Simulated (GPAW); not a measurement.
The system is InPd.

```
In Pd
1.0
     3.27188    0.00000    0.00000
     0.00000    3.27188    0.00000
     0.00000    0.00000    3.27188
In Pd
1 1
Cartesian
  0.0000 0.0000 0.0000
  1.6359 1.6359 1.6359
```

The cell comes from a database or a generator and needn't be the stable form of this composition.

* Program: GPAW 26.7.0
* Task: relaxation of cell and atoms
* Functional: PBEsol
* Dispersion: D3(BJ)
* Potentials or basis: PAW data sets generated in the run's folder for this functional
* Cutoff: 600 eV
* Basis: pw
* k mesh: 8 × 8 × 8
* Occupations: fermi-dirac, width 0.05 eV
* Spin: no spin polarisation

At the start: pressure -8.1 GPa; volume 17.51 Å³/atom.

Question: Where does the relaxation end?

Answer: Over 4 steps the energy falls by 27.5 meV/atom and the volume is 16.49 Å³/atom (-5.8 %); space group Pm-3m (No. 221, to 0.05 Å).

The path:
| step | energy change (eV) | largest force (eV/Å) | pressure (GPa) | volume (Å³) |
| --- | --- | --- | --- | --- |
| 1 | 0.0000 | 0.0000 | -8.09 | 35.03 |
| 2 | -0.0285 | 0.0000 | -5.85 | 34.37 |
| 3 | -0.0545 | 0.0000 | 0.79 | 32.81 |
| 4 | -0.0549 | 0.0000 | -0.06 | 32.98 |

Final structure:
```
CELL_PARAMETERS angstrom
3.20703 0.00000 0.00000
0.00000 3.20703 0.00000
0.00000 0.00000 3.20703
ATOMIC_POSITIONS crystal
In 0.00000 0.00000 0.00000
Pd 0.50000 0.50000 0.50000
```

Caveat: later steps reuse the first step's grids; pairwise dispersion overbinds metals, which lowers pressure and volume.
